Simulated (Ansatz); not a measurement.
AgBr, DFT, LDA, all-electron LAPW, scalar-relativistic (Ansatz 0.2.0), run on 1 thread of Arm Neoverse V2 on a shared host.

The geometry is COD entry 9011682, unchecked; take it as a test cell. The listed cell was then made from it by scaling, straining or moving an atom.

Command: `ansatz run input.yaml --threads 1 --pin off --max-ram 3072MiB --backend cpu --events-out ev --progress --plain --runs-dir out`

```yaml
crystal:
  lattice:
    - [0.0, 2.8956382764, 2.8956382764]
    - [2.8956382764, 0.0, 2.8956382764]
    - [2.8956382764, 2.8956382764, 0.0]
  atoms:
    - { symbol: Ag, position: [0.5, 0.5, 0.5] }
    - { symbol: Br, position: [0.0, 0.0, 0.0] }
kpoints:
  mp_grid: { grid: [7, 7, 7] }
  band_path:
    path:
      - [0.0, 0.0, 0.0]
      - [0.5, 0.0, 0.5]
      - [0.625, 0.25, 0.625]
      - [0.375, 0.375, 0.75]
      - [0.0, 0.0, 0.0]
      - [0.5, 0.5, 0.5]
      - [0.5, 0.25, 0.75]
      - [0.5, 0.0, 0.5]
    npoints: 5
scf:
  occupations: { method: fermi_dirac, width: 0.03 }
hamiltonian:
  xc: lda
  pseudopotentials: { kind: all_electron, lapw: { basis_error: 0.0005 } }
output:
  forces: true
  stress: true
  eigenvalues: true
```

(1) How large is the problem that the program sets up?

(2) About how long does it take, and how much memory does it use?

Answers

(1) 20 irreducible k-points, 339 plane waves at Γ, 27 bands.

(2) 7.5 s of wall time for 7 SCF iterations, with a peak of 0.28 GiB. Times on shared machines scatter by tens of per cent.
